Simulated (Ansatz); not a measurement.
**Structure search: one Hf4C candidate**

Theory: DFT PBE, scalar-relativistic, plane waves, PAW (Ansatz 0.2.0). Cutoff 420 eV, Gaussian smearing, Γ-centred meshes. Cell and atoms relax first on a coarse mesh, the cell is then made exact in the group found at 0.06 to 0.08 Å, and last on a converged mesh; the steps can't lower the symmetry of their start. No spin polarisation.

The guess for Hf4C was proposed by analogy with related compounds (P-3m1, No. 164). Its size is a guess.

```yaml
crystal:
  lattice:
    - [3.20000, 0.00000, 0.00000]
    - [-1.60000, 2.77128, 0.00000]
    - [0.00000, 0.00000, 10.00000]
  atoms:
    - { symbol: Hf, position: [0.66667, 0.33333, 0.87500] }
    - { symbol: Hf, position: [0.33333, 0.66667, 0.12500] }
    - { symbol: Hf, position: [0.66667, 0.33333, 0.37500] }
    - { symbol: Hf, position: [0.33333, 0.66667, 0.62500] }
    - { symbol: C, position: [0.00000, 0.00000, 0.00000] }
```

The zero of energy is the elements' standard structures at the same level; no fitted shifts are applied.

Problem. Describe the relaxed structure.

Solution. The symmetry stays P-3m1 (No. 164). The volume per atom grows by 6.7 %, from 17.7 to 18.9 Å³. The shortest distance goes from 2.23 Å (Hf–C) to 2.27 Å (Hf–C). Conventional cell: a = 3.248 Å, c = 10.364 Å. Around Hf on its first site lie 3 C at 2.27 Å and 12 Hf at 3.19–3.26 Å; Hf on its second site is surrounded by 12 Hf at 3.08–3.26 Å; C has 6 Hf at 2.27 Å.

```cif
data_structure
_symmetry_space_group_name_H-M 'P-3m1'
_symmetry_Int_Tables_number 164
_cell_length_a 3.2476
_cell_length_b 3.2476
_cell_length_c 10.3637
_cell_angle_alpha 90.000
_cell_angle_beta 90.000
_cell_angle_gamma 120.000
_cell_volume 94.66
loop_
_atom_site_label
_atom_site_type_symbol
_atom_site_symmetry_multiplicity
_atom_site_Wyckoff_symbol
_atom_site_fract_x
_atom_site_fract_y
_atom_site_fract_z
_atom_site_occupancy
Hf1 Hf 2 d 0.66667 0.33333 0.87576 1
Hf2 Hf 2 d 0.66667 0.33333 0.38196 1
C1 C 1 a 0.00000 0.00000 0.00000 1
```

Problem. How does it come out in energy, and is it a metal?

Solution.

| Quantity | Value |
| --- | --- |
| Energy over the elements | −0.38 eV/atom |
| Gap on the 12×12×4 mesh of the 5-atom cell | 0 eV (a metal) |

A negative formation energy is needed for stability but isn't enough: competing phases decide.

The last run used Gaussian smearing of 0.10 eV. Spin–orbit coupling, which can matter for Hf, is left out. The reference form of C is held partly by dispersion forces, which this level lacks. A later test with randomly moved atoms came back to the same energy, though modes that don't fit the test's cell weren't probed.
